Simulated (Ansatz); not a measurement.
# Ge: experiment and calculation

**What was measured.**

A printed reference work (textbook) reports, for a bulk crystal of Ge at 298.15 K: lattice constant a 5.65791 Å.

How close the calculation comes is told at the end.

All numbers below come from DFT PBE, scalar-relativistic, plane waves, PAW in Ansatz.

Settings: cutoff 420 eV, Γ-centred mesh 20×20×20 on the computed 2-atom cell, Gaussian smearing of 0.10 eV; no spin polarisation.

Relaxed structure:

```cif
data_structure
_symmetry_space_group_name_H-M 'Fd-3m:1'
_symmetry_Int_Tables_number 227
_cell_length_a 5.7609
_cell_length_b 5.7609
_cell_length_c 5.7609
_cell_angle_alpha 90.000
_cell_angle_beta 90.000
_cell_angle_gamma 90.000
_cell_volume 191.19
loop_
_atom_site_label
_atom_site_type_symbol
_atom_site_symmetry_multiplicity
_atom_site_Wyckoff_symbol
_atom_site_fract_x
_atom_site_fract_y
_atom_site_fract_z
_atom_site_occupancy
Ge1 Ge 8 a 0.50000 0.50000 0.00000 1
```

| Property | Result |
| --- | --- |
| Space group | Fd-3m (No. 227) |
| Volume per atom | 23.90 Å³ |
| Energy over the standard state (uncorrected) | -0.003 eV/atom |
| Kohn–Sham band gap | zero, with almost no states at the Fermi level |
| Density of states at the Fermi level | 0.0 states/eV per cell |
| Orbital (Löwdin) character within 0.5 eV of the Fermi level | Ge 4p 81 %, Ge 4s 18 % |
| Bader charge by site (e) | Ge (2 in the cell) 0.00 |

A measured lattice constant a of Ge is 5.65791 Å (298.15 K; a printed reference work (textbook)); the calculated 5.761 Å exceeds it by 1.8 %. The calculation is for 0 K without zero-point motion.

The cell was reached from a generator's guess, though it ends in a space group that the Crystallography Open Database lists for this formula. Löwdin shares on free-atom orbitals overweight diffuse shells.
